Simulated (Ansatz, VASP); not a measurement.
BaTiO3 in VASP and in Ansatz

```
Ba Ti O
1.0
     3.99980    0.00000    0.00000
     0.00000    3.99980    0.00000
     0.00000    0.00000    4.01800
Ba Ti O
1 1 3
Cartesian
  0.0000 0.0000 0.0000
  1.9999 1.9999 1.9688
  0.0000 1.9999 2.0773
  1.9999 0.0000 2.0773
  1.9999 1.9999 0.0763
```

Alike in both runs: task relaxation of cell and atoms; functional RPBE; dispersion D3(BJ); k mesh 7 × 7 × 7; occupations fermi-dirac, width 0.05 eV; no spin polarisation.

```csv
,VASP,Ansatz
version,VASP 6.6.1,Ansatz 0.2.0
potentials or method,"VASP PAW PBE potentials, release 64 (Ba_sv, Ti_sv, O)",Ansatz PAW
plane-wave cutoff (eV),600,420
valence electrons in the cell,40,40
```

```tsv
	VASP	Ansatz	Ansatz less VASP
gap on the k mesh at the Fermi level, each at its own relaxed structure (eV)	2.01	2.05	+0.032
relaxed volume (Å³/atom)	11.61	11.50	-0.112
relaxed cell length with the largest relative difference (Å)	3.873	3.860	-0.0136
energy change over the relaxation (meV/atom)	-77	-91	-14.8
```

Caveats: spin-orbit coupling is left out, which moves the levels of the heavy elements; the PAW data sets were made with another functional, which shifts forces and pressure a little (VASP); an odd mesh through Γ misses points on the zone boundary, where band edges often lie (VASP); odd divisions of the mesh miss points on the zone boundary, where band edges often lie, so the gap on the mesh can be too wide (Ansatz); the plane-wave basis is chosen anew once the cell has moved, so the energies of steps on either side of that aren't comparable (Ansatz); the pressure holds a Pulay correction of +0.5 GPa for the finite cutoff (Ansatz); the volume moved by -11 % from the deposited cell, more than functionals usually miss (Ansatz). As with any semilocal functional, this RPBE gap is likely too small.
